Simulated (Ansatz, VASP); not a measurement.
## One calculation of Co, two programs

```
Co
1.0
     2.45375    0.00000    0.00000
    -1.22687    2.12501    0.00000
     0.00000    0.00000    4.00837
Co
2
Direct
  0.33333 0.66667 0.74014
  0.66667 0.33333 0.25986
```

Alike in both runs: task single point; functional LDA; k mesh 12 × 12 × 7; occupations fermi-dirac, width 0.05 eV; collinear spin.

|  | VASP | Ansatz |
| --- | --- | --- |
| version | VASP 6.6.1 | Ansatz 0.2.0 |
| potentials or method | VASP PAW LDA potentials, release 64 (Co) | Ansatz PAW |
| plane-wave cutoff (eV) | 520 | 420 |
| valence electrons in the cell | 18 | 34 |

```tsv
	VASP	Ansatz	Ansatz less VASP
gap on the k mesh at the Fermi level (eV)	none	none	-
pressure (GPa)	-10.8	-9.9	+0.85
largest component of the traceless stress (GPa)	1.82	1.90	+0.080
rms of the force components (eV/Å)	0.317	0.319	+0.0018
net moment per atom (μB)	1.50	1.53	+0.028
size of the moment on the site where the two differ most (μB)	1.50	1.58	+0.078
```

Site moments also hang on the region over which each program counts them. Atom by atom the forces differ by 0.002 eV/Å (rms over components). A gap of «none» marks a metal or a gap that the smearing closes. The two sets of potentials don't hold the same shells in valence.

Caveats: the pressure holds a Pulay correction of +0.3 GPa for the finite cutoff (Ansatz); the PAW data sets come from PBE, with cores solved anew for the run's functional, which leaves a small shift of forces and pressure (Ansatz).
